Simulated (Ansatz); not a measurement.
# Ag (Im-3m) in Ansatz: settings compared

The runs below take Ag through relaxation of cell and atoms, with PBEsol+D3(BJ), PBEsol+D4, RPBE+D3(BJ).

Program: Ansatz 0.2.0. These are calculated values, not measurements. Logs are shortened: lines on timing, memory, paths and dates and some standing lists are left out, and cuts for length are marked.

## (1) The structure

Symmetry: Im-3m, No. 229, cubic system. The conventional cell has a = 3.311 Å, b = 3.311 Å, c = 3.311 Å, α = 90.00°, β = 90.00°, γ = 90.00°. Ag (site symmetry m-3m) is surrounded by 8 Ag at 2.87 Å.

This isn't the form of Ag at room conditions, which is fcc.

## (2) Relaxation of cell and atoms, PBEsol+D3(BJ)

Input file input.yaml:

```yaml
crystal:
  lattice:
    - [-1.655654, 1.655654, 1.655654]
    - [1.655654, -1.655654, 1.655654]
    - [1.655654, 1.655654, -1.655654]
  atoms:
    - { symbol: Ag, position: [0.0, 0.0, 0.0] }
hamiltonian:
  xc: pbesol
  pseudopotentials: { kind: paw }
  dispersion: d3bj
kpoints:
  mp_grid: { grid: [11, 11, 11] }
scf:
  occupations: { method: fermi_dirac, width: 0.05 }
output:
  forces: true
  stress: true
  eigenvalues: true
  write_density: true
  write_potential: true
  elf: true
  volumetric_format: npy
relax:
  f_tol: 0.01
  max_steps: 40
  cell: { stress_tol: 0.05 }
```

Potentials or basis: Ansatz PAW.

Run with:

```
$ ansatz run input.yaml --threads 2 --pin off --max-ram 5632MiB --backend cpu --events-out ev --progress --plain --runs-dir out
```

The log of the run:

```text
Warning: RAYON_NUM_THREADS=2 ignored (pool sized by the plan → 2); use --threads N
Engine: ansatz 0.2.0, aarch64-unknown-linux-gnu
Pseudopotentials: kind: paw
Pseudopotential: Ag, paw, valence charge 19, recommended cutoff 420 eV (normal), Ag.paw.azcp
Functional definition: PBEsol
  exchange = pbesol_x
  correlation = pbesol_c
Crystal: 1 atoms, lattice volume = 18.154 Å³
Basis set: ecut = 420 eV, 369 PW (Γ), exchange–correlation on 40×40×40 points (8 copies of the dense FFT grid, shifted against one another)
Bands: 14, of which v1, the nominal top of the filled ones, is band 10 counted from 1 (9 counted from 0)
Symmetry: 48 space group operations
Space group: Im-3m (ITA 229), of the structure as read, at distance tolerance 2.6e-5 Å
k-points: 56 of 1331
Non-local potential: Ag, projectors of the file, l = 0: 3, l = 1: 2, l = 2: 2, l = 3: 1
PAW form: soft (Blöchl's): semilocal exchange-correlation on the pseudo side does not see the compensation charge
PAW frozen core: Ag, regenerated for the run's functional, and the local potential with it (the file was generated under x = pbe(κ = 0.804, μ = 0.2195149727645171), c = pbe(β = 0.06672455060314922))
PAW one-centre angular grid: Ag, 590 points (default); XC on 64 Gauss nodes
Initial density: superposition of atomic densities (neutral atoms: chi_scale 0, normalization atom), corrected by the library's trained network
Initial wavefunctions: pseudopotential atomic-orbital guess
Functional: x = pbesol(κ = 0.804, μ = 0.12345679012345678), c = pbesol(β = 0.046)
SCF iter   1: F=—  HF=-7522.702001 eV  |F-HF|=—  |Δ(HF+E_count)|=         —  Δρ=9.73e-3  dr2=1.60e-2  ethr=1.77e-3  ⟨swp⟩=4.6  Hψ=3897  notcnv=0
preconditioner: auto → none  [insulator: Δε(μ)=0.183 eV  Ē_g=15.673 eV  σ=0.050 eV  W_gap=0.60  n_scr=12 (ndim 8)  ℏωp=28.9 eV  f_vac=0.000  D(μ)=0.49/eV (n_scr^D=0)  ε∞_Penn≈4.4]
SCF iter   2: F=—  HF=-7522.698392 eV  |F-HF|=—  |Δ(HF+E_count)|=   3.61e-3  Δρ=5.05e-3  dr2=3.31e-3  ethr=8.40e-5  ⟨swp⟩=2.9  Hψ=1960  notcnv=0  defer=17
SCF iter   3: F=—  HF=-7522.697351 eV  |F-HF|=—  |Δ(HF+E_count)|=   1.04e-3  Δρ=8.85e-4  dr2=3.35e-5  ethr=1.74e-5  ⟨swp⟩=2.1  Hψ=1070  notcnv=0  defer=17
SCF iter   4: F=—  HF=-7522.697342 eV  |F-HF|=—  |Δ(HF+E_count)|=   8.76e-6  Δρ=5.34e-5  dr2=1.78e-7  ethr=1.76e-7  ⟨swp⟩=2.0  Hψ=959  notcnv=0  defer=17
iter 5 did not close the SCF: its close was put off for the readings that it lacked (scf_convergence_deferred on its scf_iter line)
SCF iter   5: F=-7522.697342 eV  HF=-7522.697342 eV  |F-HF|=1.06e-9  |Δ(HF+E_count)|=   4.77e-8  Δρ=1.09e-5  dr2=9.73e-9  ethr=9.36e-10  ⟨swp⟩=2.1  Hψ=1291  notcnv=0  defer=17
SCF iter   6: F=-7522.697342 eV  HF=-7522.697342 eV  |F-HF|=2.64e-11  |Δ(HF+E_count)|=   1.93e-9  Δρ=8.63e-7  dr2=5.05e-11  ethr=5.12e-11  ⟨swp⟩=4.8  Hψ=3880  notcnv=0
SCF 1 converged in 6 iterations: F = -7522.697342 eV  dr2 = 5.05e-11
relax step   1: F+E_penalty+E_count = -7522.69734248 eV  Δ(F+E_penalty+E_count) = +0.000e0 eV  max|allowed force component| = 0.000e0 eV/Å  Δτ_max = 0.0000 Å  P = -11.955 GPa  Ω = 18.154 Å³  (6 SCF iters, dr2 threshold 1.00e-7 eV, accepted)
Crystal: 1 atoms, lattice volume = 15.626 Å³
Basis set: ecut = 420 eV, 321 PW (Γ), exchange–correlation on 40×40×40 points (8 copies of the dense FFT grid, shifted against one another)
Initial density: handed on by an earlier stage of this run
Initial wavefunctions: those handed on with the density
iter 1 solved again at ethr=2.20e-4 eV; its pass at ethr=3.10e-3 eV (dr2=4.17e-2 eV) is discarded
SCF iter   1: F=—  HF=-7522.795601 eV  |F-HF|=—  |Δ(HF+E_count)|=         —  Δρ=1.58e-2  dr2=4.18e-2  ethr=2.20e-4  ⟨swp⟩=1.0  Hψ=5365  notcnv=0
preconditioner: auto → none  [metal: Δε(μ)=0.050 eV  Ē_g=17.144 eV  σ=0.050 eV  W_gap=0.24  n_scr=0 (ndim 8)  ℏωp=31.2 eV  f_vac=0.000  D(μ)=0.68/eV (n_scr^D=0)]
SCF iter   2: F=—  HF=-7522.785557 eV  |F-HF|=—  |Δ(HF+E_count)|=   1.00e-2  Δρ=8.91e-3  dr2=6.59e-3  ethr=2.20e-4  ⟨swp⟩=2.1  Hψ=1372  notcnv=0
SCF iter   3: F=—  HF=-7522.783377 eV  |F-HF|=—  |Δ(HF+E_count)|=   2.18e-3  Δρ=2.42e-3  dr2=4.21e-4  ethr=3.47e-5  ⟨swp⟩=2.3  Hψ=1509  notcnv=0
SCF iter   4: F=—  HF=-7522.783260 eV  |F-HF|=—  |Δ(HF+E_count)|=   1.17e-4  Δρ=1.68e-4  dr2=1.29e-6  ethr=2.21e-6  ⟨swp⟩=2.0  Hψ=945  notcnv=0
SCF iter   5: F=—  HF=-7522.783228 eV  |F-HF|=—  |Δ(HF+E_count)|=   3.17e-5  Δρ=2.59e-5  dr2=6.59e-8  ethr=5.26e-10  ⟨swp⟩=8.0  Hψ=5087  notcnv=0
SCF iter   6: F=-7522.783228 eV  HF=-7522.783228 eV  |F-HF|=1.31e-10  |Δ(HF+E_count)|=   2.07e-9  Δρ=1.77e-6  dr2=1.98e-10  ethr=3.47e-10  ⟨swp⟩=4.0  Hψ=3718  notcnv=0
SCF 2 converged in 6 iterations: F = -7522.783228 eV  dr2 = 1.98e-10
relax step   2: F+E_penalty+E_count = -7522.78322830 eV  Δ(F+E_penalty+E_count) = -8.589e-2 eV  max|allowed force component| = 0.000e0 eV/Å  Δτ_max = 0.0000 Å  P = +3.856 GPa  Ω = 15.626 Å³  energy of the carried Pulay correction = +6.578e-4 eV  (6 SCF iters, dr2 threshold 1.00e-7 eV, accepted)
Crystal: 1 atoms, lattice volume = 16.175 Å³
iter 1 solved again at ethr=1.14e-5 eV; its pass at ethr=3.10e-3 eV (dr2=2.17e-3 eV) is discarded
SCF iter   1: F=—  HF=-7522.788230 eV  |F-HF|=—  |Δ(HF+E_count)|=         —  Δρ=3.70e-3  dr2=2.44e-3  ethr=1.14e-5  ⟨swp⟩=1.3  Hψ=5141  notcnv=0
preconditioner: auto → Kerker (q_TF=auto, 2.802 Å⁻¹)  [metal: Δε(μ)=0.067 eV  Ē_g=16.939 eV  σ=0.050 eV  W_gap=0.31  n_scr=12 (ndim 8)  ℏωp=30.6 eV  f_vac=0.000  D(μ)=0.65/eV (n_scr^D=0)]
SCF iter   2: F=—  HF=-7522.787615 eV  |F-HF|=—  |Δ(HF+E_count)|=   6.15e-4  Δρ=1.57e-3  dr2=3.68e-4  ethr=1.14e-5  ⟨swp⟩=2.0  Hψ=1071  notcnv=0
SCF iter   3: F=—  HF=-7522.787517 eV  |F-HF|=—  |Δ(HF+E_count)|=   9.82e-5  Δρ=6.27e-4  dr2=4.12e-5  ethr=1.94e-6  ⟨swp⟩=1.0  Hψ=794  notcnv=0
SCF iter   4: F=—  HF=-7522.787512 eV  |F-HF|=—  |Δ(HF+E_count)|=   4.55e-6  Δρ=1.03e-4  dr2=8.13e-7  ethr=2.17e-7  ⟨swp⟩=2.0  Hψ=1304  notcnv=0
SCF iter   5: F=-7522.787512 eV  HF=-7522.787512 eV  |F-HF|=3.01e-8  |Δ(HF+E_count)|=   1.61e-7  Δρ=2.16e-5  dr2=6.08e-8  ethr=5.26e-10  ⟨swp⟩=8.0  Hψ=5068  notcnv=0
SCF 3 converged in 5 iterations: F = -7522.787512 eV  dr2 = 6.08e-8
relax step   3: F+E_penalty+E_count = -7522.78751245 eV  Δ(F+E_penalty+E_count) = -4.284e-3 eV  max|allowed force component| = 0.000e0 eV/Å  Δτ_max = 0.0000 Å  P = -1.084 GPa  Ω = 16.175 Å³  energy of the carried Pulay correction = +5.066e-4 eV  (5 SCF iters, dr2 threshold 1.00e-7 eV, accepted)
Crystal: 1 atoms, lattice volume = 16.044 Å³
iter 1 solved again at ethr=5.82e-7 eV; its pass at ethr=3.10e-3 eV (dr2=1.11e-4 eV) is discarded
SCF iter   1: F=—  HF=-7522.788031 eV  |F-HF|=—  |Δ(HF+E_count)|=         —  Δρ=8.59e-4  dr2=1.29e-4  ethr=5.82e-7  ⟨swp⟩=2.1  Hψ=5007  notcnv=0
preconditioner: auto → Kerker (q_TF=auto, 2.806 Å⁻¹)  [metal: Δε(μ)=0.036 eV  Ē_g=16.985 eV  σ=0.050 eV  W_gap=0.17  n_scr=12 (ndim 8)  ℏωp=30.7 eV  f_vac=0.000  D(μ)=0.68/eV (n_scr^D=0)]
SCF iter   2: F=—  HF=-7522.788004 eV  |F-HF|=—  |Δ(HF+E_count)|=   2.72e-5  Δρ=3.62e-4  dr2=1.90e-5  ethr=5.82e-7  ⟨swp⟩=2.1  Hψ=1076  notcnv=0
SCF iter   3: F=—  HF=-7522.787997 eV  |F-HF|=—  |Δ(HF+E_count)|=   6.88e-6  Δρ=1.44e-4  dr2=2.12e-6  ethr=9.99e-8  ⟨swp⟩=1.0  Hψ=784  notcnv=0
SCF iter   4: F=-7522.787997 eV  HF=-7522.787997 eV  |F-HF|=9.02e-10  |Δ(HF+E_count)|=   1.23e-7  Δρ=2.36e-5  dr2=4.21e-8  ethr=5.26e-10  ⟨swp⟩=5.2  Hψ=4227  notcnv=0
SCF 4 converged in 4 iterations: F = -7522.787997 eV  dr2 = 4.21e-8
relax step   4: F+E_penalty+E_count = -7522.78799653 eV  Δ(F+E_penalty+E_count) = -4.841e-4 eV  max|allowed force component| = 0.000e0 eV/Å  Δτ_max = 0.0000 Å  P = -0.002 GPa  Ω = 16.044 Å³  energy of the carried Pulay correction = +5.423e-4 eV  (4 SCF iters, dr2 threshold 1.00e-7 eV, accepted)
Initial wavefunctions: pseudopotential atomic-orbital guess (no wavefunctions were taken with the density)
iter 1 solved again at ethr=1.04e-7 eV; its pass at ethr=3.10e-3 eV (dr2=1.98e-5 eV) is discarded
SCF iter   1: F=—  HF=-7522.787307 eV  |F-HF|=—  |Δ(HF+E_count)|=         —  Δρ=3.13e-4  dr2=2.75e-6  ethr=1.04e-7  ⟨swp⟩=2.3  Hψ=5770  notcnv=0
preconditioner: auto → Kerker (q_TF=auto, 2.806 Å⁻¹)  [metal: Δε(μ)=0.039 eV  Ē_g=16.993 eV  σ=0.050 eV  W_gap=0.19  n_scr=12 (ndim 8)  ℏωp=30.7 eV  f_vac=0.000  D(μ)=0.68/eV (n_scr^D=0)]
SCF iter   2: F=—  HF=-7522.787302 eV  |F-HF|=—  |Δ(HF+E_count)|=   5.28e-6  Δρ=1.52e-4  dr2=6.47e-7  ethr=1.45e-8  ⟨swp⟩=2.8  Hψ=1322  notcnv=0
SCF iter   3: F=—  HF=-7522.787296 eV  |F-HF|=—  |Δ(HF+E_count)|=   5.87e-6  Δρ=4.48e-5  dr2=7.59e-8  ethr=3.40e-9  ⟨swp⟩=2.0  Hψ=1306  notcnv=0
SCF iter   4: F=—  HF=-7522.787296 eV  |F-HF|=—  |Δ(HF+E_count)|=   2.12e-8  Δρ=3.43e-6  dr2=8.57e-10  ethr=3.99e-10  ⟨swp⟩=2.3  Hψ=1302  notcnv=0
SCF iter   5: F=—  HF=-7522.787296 eV  |F-HF|=—  |Δ(HF+E_count)|=  7.20e-10  Δρ=4.22e-7  dr2=1.86e-11  ethr=4.51e-12  ⟨swp⟩=3.0  Hψ=1309  notcnv=0
SCF iter   6: F=-7522.787296 eV  HF=-7522.787296 eV  |F-HF|=1.82e-12  |Δ(HF+E_count)|=  3.64e-12  Δρ=1.30e-7  dr2=2.20e-12  ethr=1.00e-12  ⟨swp⟩=4.0  Hψ=2610  notcnv=0
SCF 5 converged in 6 iterations: F = -7522.787296 eV  dr2 = 2.20e-12
relax step   5: F+E_penalty+E_count = -7522.78729593 eV  Δ(F+E_penalty+E_count) = +7.006e-4 eV  max|allowed force component| = 0.000e0 eV/Å  Δτ_max = 0.0000 Å  P = +0.013 GPa  Ω = 16.044 Å³  stress off target by 1.30e-2 GPa  SCF on the basis re-selected at this cell (its energy is not comparable with the rows above)  (6 SCF iters)
basis re-selected at this cell: Δ(F+E_penalty+E_count) = +7.006e-4 eV, ΔP = +0.015 GPa vs the last step (what re-selecting the basis moved, of the pressure what is left beyond the Pulay correction that the steps carried, after the strain that the cell walked since its last selection, with what the two solves' SCF thresholds leave and, on support functions, any second-order correction that the steps lacked; it is no measure of the basis error at this ecutwfc). This SCF's stress stands 1.30e-2 GPa from its target on what of the cell is left free (relax.cell.stress_tol is 5.00e-2 GPa) and its largest allowed force component is 0.00e0 eV/Å (relax.f_tol is 1.00e-2 eV/Å): within both
SCF converged after 6 iterations
Free energy (F): -7522.787296 eV
Harris-Foulkes:  -7522.787296 eV  (|F-HF|=1.82e-12)
Internal energy: -7522.782505 eV  (E = F + TS)
E sigma→0 (E₀):  -7522.784900 eV
Entropy (-TS):   -0.004791 eV (-4.791 meV/atom)
Fermi energy:    18.580049 eV
--- Per-component energies (eV) ---
  E_band       = -212.911982
  E_kinetic    = 528.247519
  E_local      = -2098.234347  (includes V_loc(G=0)·N_el)
  E_nonlocal   = 82.325757
  E_hartree    = 960.402175
  E_xc         = -184.235474
  E_vxc        = -235.113170  (∫ρ·V_xc dr)
  E_paw        = -3834.404749  (= ΣΔE_a)
  E_vpaw       = -410.942447  (= ΣTr[D̂ρ^β])
  E_aug_tail   = 0.000287  (compensation charges beyond the density's cutoff)
  E_ewald      = -2976.625531
  E_disp       = -0.580881  (pairwise vdW)
  E_core_change = 0.322739  (= ΣΔE_core)
  E_smearing   = -0.004791  (= −TS)
  E_closure    = 0.000000  (closes the sum)
  Σ components = -7522.787296   (vs F -7522.787296, Δ=0.00e0)
--- Forces (eV/Å), atoms counted from 1 ---
  atom   1  Ag    -0.00000000    -0.00000000     0.00000000
  max |Σ_I F_I| component: 6.88e-32 eV/Å
--- Stress (GPa, compression-positive) ---
        0.013028      -0.000000      -0.000000
       -0.000000       0.013028       0.000000
        0.000000       0.000000       0.013028
  P = ⅓ Tr σ = 0.0130 GPa (0.130 kbar)
--- Band table (eV; the first three rows and the last of 56) ---
  k-point 0: bands = ["-73.4116", "-36.7986", "-36.7986", "-36.7986", "10.2994", "13.4902", "13.4902", "13.4902", "14.9872", "14.9872", "36.5446", "36.5446", "36.5446", "43.5962"]
  k-point 1: bands = ["-73.4095", "-36.8160", "-36.8048", "-36.7984", "10.5844", "13.4143", "13.5003", "13.6638", "14.9067", "14.9930", "35.9736", "36.4684", "36.7855", "41.3951"]
  k-point 2: bands = ["-73.4040", "-36.8624", "-36.8215", "-36.7980", "11.3306", "13.2161", "13.5730", "14.1531", "14.7755", "15.0134", "33.6905", "35.6434", "37.4162", "39.6984"]
  k-point 55: bands = ["-73.3660", "-36.9613", "-36.9589", "-36.9589", "11.9060", "11.9286", "15.7283", "15.7283", "15.8014", "24.7157", "25.9273", "25.9273", "32.4348", "32.6885"]
--- Relaxed structure (4 steps of the walk, 4 accepted, 1 SCFs on fresh bases) ---
  F+E_penalty+E_count = -7522.78729593 eV   max|allowed force component| = 0.000e0 eV/Å   (the final SCF, on the basis selected at the relaxed cell)
  cell:  # Å, volume = 16.0441 Å³
    - [-1.588856677549121, 1.588856677549121, 1.588856677549121]
    - [1.588856677549121, -1.588856677549121, 1.588856677549121]
    - [1.588856677549121, 1.588856677549121, -1.588856677549121]
  atoms:
    - { symbol: Ag, position: [0.0, 0.0, 0.0] }
```

Wall time 2.9 s (2 threads of Arm Neoverse V1, shared host); peak memory 0.28 GiB.

Results:

```yaml
Free_energy: -7522.7873 eV
Relaxed_volume: 16.04 Å³/atom
Relaxed_cell: a = 2.752 Å, b = 2.752 Å, c = 2.752 Å, α = 109.47°, β = 109.47°, γ = 109.47°
Space_group_after_relaxing_to_0.05_Å: Im-3m (No. 229)
Energy_gained_by_relaxing: 90.0 meV/atom
Ionic_steps: 5
Pressure_after_relaxing: 0.0 GPa
Band_gap_on_the_k_mesh: none (metal or under the smearing width)
```

Step by step:
| step | energy change (eV) | largest force (eV/Å) | volume (Å³) |
| --- | --- | --- | --- |
| 1 | 0.0000 | 0.0000 | 18.15 |
| 2 | -0.0859 | 0.0000 | 15.63 |
| 3 | -0.0902 | 0.0000 | 16.18 |
| 4 | -0.0907 | 0.0000 | 16.04 |
| 5 | -0.0900 | 0.0000 | 16.04 |

Final structure:
```cif
data_structure
_symmetry_space_group_name_H-M 'P 1'
_symmetry_Int_Tables_number 1
_cell_length_a 2.7520
_cell_length_b 2.7520
_cell_length_c 2.7520
_cell_angle_alpha 109.471
_cell_angle_beta 109.471
_cell_angle_gamma 109.471
_cell_volume 16.04
loop_
_atom_site_label
_atom_site_type_symbol
_atom_site_fract_x
_atom_site_fract_y
_atom_site_fract_z
_atom_site_occupancy
Ag1 Ag 0.00000 0.00000 0.00000 1
```

Caveat: the plane-wave basis is chosen anew once the cell has moved, so the energies of steps on either side of that aren't comparable; pairwise dispersion overbinds metals, which lowers pressure and volume; the PAW data sets come from PBE, with cores solved anew for the run's functional, which leaves a small shift of forces and pressure.

## (3) Relaxation of cell and atoms, PBEsol+D4

Changes to input.yaml since step 2:

```diff
@@ -10,3 +10,3 @@
   pseudopotentials: { kind: paw }
-  dispersion: d3bj
+  dispersion: d4
 kpoints:
@@ -19,6 +19,2 @@
   eigenvalues: true
-  write_density: true
-  write_potential: true
-  elf: true
-  volumetric_format: npy
 relax:
```

Potentials or basis: Ansatz PAW.

Run with:

```
$ ansatz run input.yaml --threads 2 --pin off --max-ram 5632MiB --backend cpu --events-out ev --progress --plain --runs-dir out
```

Run time: 3.3 s. Hardware: 2 threads of Arm Neoverse V1, shared host; peak memory 0.27 GiB.

The run converged. Its results:

* Free energy: -7522.5596 eV
* Relaxed volume: 16.37 Å³/atom
* Relaxed cell: a = 2.770 Å, b = 2.770 Å, c = 2.770 Å, α = 109.47°, β = 109.47°, γ = 109.47°
* Space group after relaxing (to 0.05 Å): Im-3m (No. 229)
* Energy gained by relaxing: 61.6 meV/atom
* Ionic steps: 5
* Pressure after relaxing: 0.0 GPa
* Band gap on the k mesh: none (metal or under the smearing width)

Step by step:
| step | energy change (eV) | largest force (eV/Å) | volume (Å³) |
| --- | --- | --- | --- |
| 1 | 0.0000 | 0.0000 | 18.15 |
| 2 | -0.0476 | 0.0000 | 15.63 |
| 3 | -0.0613 | 0.0000 | 16.56 |
| 4 | -0.0622 | 0.0000 | 16.37 |
| 5 | -0.0616 | 0.0000 | 16.37 |

Final structure:
```cif
data_structure
_symmetry_space_group_name_H-M 'P 1'
_symmetry_Int_Tables_number 1
_cell_length_a 2.7705
_cell_length_b 2.7705
_cell_length_c 2.7705
_cell_angle_alpha 109.471
_cell_angle_beta 109.471
_cell_angle_gamma 109.471
_cell_volume 16.37
loop_
_atom_site_label
_atom_site_type_symbol
_atom_site_fract_x
_atom_site_fract_y
_atom_site_fract_z
_atom_site_occupancy
Ag1 Ag 0.00000 0.00000 0.00000 1
```

Levels at points of the mesh, in eV from the Fermi level:
```tsv
k point	band 6	band 7	band 8	band 9	band 10	band 11	band 12	band 13	band 14
(0.00, 0.00, 0.00)	-5.00	-5.00	-5.00	-3.56	-3.56	17.91	17.91	17.91	24.77
```

Caveat: the plane-wave basis is chosen anew once the cell has moved, so the energies of steps on either side of that aren't comparable; pairwise dispersion overbinds metals, which lowers pressure and volume; the PAW data sets come from PBE, with cores solved anew for the run's functional, which leaves a small shift of forces and pressure.

## (4) Relaxation of cell and atoms, RPBE+D3(BJ)

Changes to input.yaml since step 3:

```diff
@@ -8,5 +8,5 @@
 hamiltonian:
-  xc: pbesol
+  xc: rpbe
   pseudopotentials: { kind: paw }
-  dispersion: d4
+  dispersion: d3bj
 kpoints:
```

Run with:

```
$ ansatz run input.yaml --threads 2 --pin off --max-ram 5632MiB --backend cpu --events-out ev --progress --plain --runs-dir out
```

It took 3.3 s on 2 threads of Arm Neoverse V1, shared host; peak memory 0.27 GiB.

Results (log left out):

```yaml
Free_energy: -7601.6923 eV
Relaxed_volume: 14.23 Å³/atom
Relaxed_cell: a = 2.644 Å, b = 2.644 Å, c = 2.644 Å, α = 109.47°, β = 109.47°, γ = 109.47°
Space_group_after_relaxing_to_0.05_Å: Im-3m (No. 229)
Energy_gained_by_relaxing: 457.1 meV/atom
Ionic_steps: 6
Pressure_after_relaxing: 0.0 GPa
Band_gap_on_the_k_mesh: none (metal or under the smearing width)
```

Step by step:
| step | energy change (eV) | largest force (eV/Å) | volume (Å³) |
| --- | --- | --- | --- |
| 1 | 0.0000 | 0.0000 | 18.15 |
| 2 | -0.3792 | 0.0000 | 15.63 |
| 3 | -0.4209 | 0.0000 | 13.40 |
| 4 | -0.4594 | 0.0000 | 14.26 |
| 5 | -0.4594 | 0.0000 | 14.23 |
| 6 | -0.4571 | 0.0000 | 14.23 |

Final structure:
```yaml
crystal:
  lattice:
    - [-1.52659, 1.52659, 1.52659]
    - [1.52659, -1.52659, 1.52659]
    - [1.52659, 1.52659, -1.52659]
  atoms:
    - { symbol: Ag, position: [0.00000, 0.00000, 0.00000] }
```

Levels at points of the mesh, in eV from the Fermi level:
```
           k point  band 8  band 9  band 10  band 11  band 12  band 13
(0.00, 0.00, 0.00)   -5.76   -3.97    -3.97    18.23    18.23    18.23
```

Caveat: the volume moved by over 15 % at a fixed basis, so the end points are rough; the plane-wave basis is chosen anew once the cell has moved, so the energies of steps on either side of that aren't comparable; pairwise dispersion overbinds metals, which lowers pressure and volume; the PAW data sets come from PBE, with cores solved anew for the run's functional, which leaves a small shift of forces and pressure.

## (5) Summary

```csv
level,gap on the mesh (eV),pressure (GPa),relaxed volume (Å³/atom)
PBEsol+D3(BJ),none,0.0,16.04
PBEsol+D4,none,0.0,16.37
RPBE+D3(BJ),none,0.0,14.23
```

Alike in all rows: task relaxation of cell and atoms; potentials or basis Ansatz PAW; no spin polarisation; cell relaxed; k mesh 11 × 11 × 11; cutoff (eV) 420; smearing fermi-dirac 0.05 eV.

Caveats: the plane-wave basis is chosen anew once the cell has moved, so the energies of steps on either side of that aren't comparable; pairwise dispersion overbinds metals, which lowers pressure and volume; the PAW data sets come from PBE, with cores solved anew for the run's functional, which leaves a small shift of forces and pressure; the volume moved by over 15 % at a fixed basis, so the end points are rough (some runs).

Total energies depend on the potentials used, so only differences within one code and one set of settings carry meaning.
